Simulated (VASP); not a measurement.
Input of a VASP 6.6.1 run:

The input INCAR:

```
PREC = Accurate
ENCUT = 600
EDIFF = 1E-7
ISMEAR = 0
SIGMA = 0.03
LREAL = False
LASPH = True
NELM = 80
ALGO = Normal
ISIF = 3
LWAVE = False
LCHARG = False
METAGGA = R2SCAN
LMIXTAU = True
LUSE_VDW = True
IVDW_NL = 2
BPARAM = 11.95
CPARAM = 0.0093
IBRION = 2
NSW = 90
EDIFFG = -0.005
```

KPOINTS

```
regular mesh
0
Gamma
  12 12 4
```

File POSCAR:

```
C                                       
1.0
    2.4560854289     -0.0000000000     -0.0000000000
   -1.2280427144      2.1270323753      0.0000000000
    0.0000000000     -0.0000000000      6.6096718155
  C             
     4
Direct
     0.0000000000000000    0.0000000000000000    0.2500000000000000
     0.0000000000000000    0.0000000000000000    0.7500000000000000
     0.3333333300000021    0.6666666699999979    0.2500000000000000
     0.6666666699999979    0.3333333300000021    0.7500000000000000
```

Potentials or basis: VASP PAW PBE potentials, release 64 (C).

Launch:

```bash
$ cat potpaw_PBE.64/C/POTCAR > POTCAR
$ mpirun -np 1 vasp_std > vasp.out
```

(1) Predict the space group after relaxing (to 0.05 Å).

(2) Estimate the relaxed volume.

Answers

(1) P6_3/mmc (No. 194).

(2) 8.62 Å³/atom.

Caveat: the PAW data sets were made with another functional, which shifts forces and pressure a little.
